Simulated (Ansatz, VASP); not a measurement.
# One calculation of C, two programs

```
C
1.0
     2.47000    0.00000    0.00000
    -1.23500    2.13908    0.00000
     0.00000    0.00000    6.79000
C
4
Direct
  0.00000 0.00000 0.00000
  0.05259 0.10519 0.50000
  0.33333 0.66667 0.00500
  0.66667 0.33333 0.50500
```

Change from the starting cell: one atom moved.

Alike in both runs: task single point; functional PBEsol; k mesh 18 × 18 × 6; occupations gaussian, width 0.1 eV; no spin polarisation.

|  | VASP | Ansatz |
| --- | --- | --- |
| version | VASP 6.6.1 | Ansatz 0.2.0 |
| potentials or method | VASP PAW PBE potentials, release 64 (C) | scalar-relativistic, plane waves, PAW |
| plane-wave cutoff (eV) | 520 | 420 |
| valence electrons in the cell | 16 | 16 |

|  | VASP | Ansatz | Ansatz less VASP |
| --- | --- | --- | --- |
| gap on the k mesh at the Fermi level (eV) | none | none | - |
| pressure (GPa) | 5.3 | 4.8 | -0.52 |
| largest component of the traceless stress (GPa) | 12.58 | 12.09 | -0.495 |
| rms of the force components (eV/Å) | 3.251 | 3.251 | -0.0009 |

Atom by atom the forces differ by 0.001 eV/Å (rms over components). A gap of «none» marks a metal or a gap that the smearing closes.

Caveats: the PAW data sets were made with another functional, which shifts forces and pressure a little (VASP); this functional lacks dispersion, which binds the layers, so the pressure and a relaxed spacing across them are unreliable.
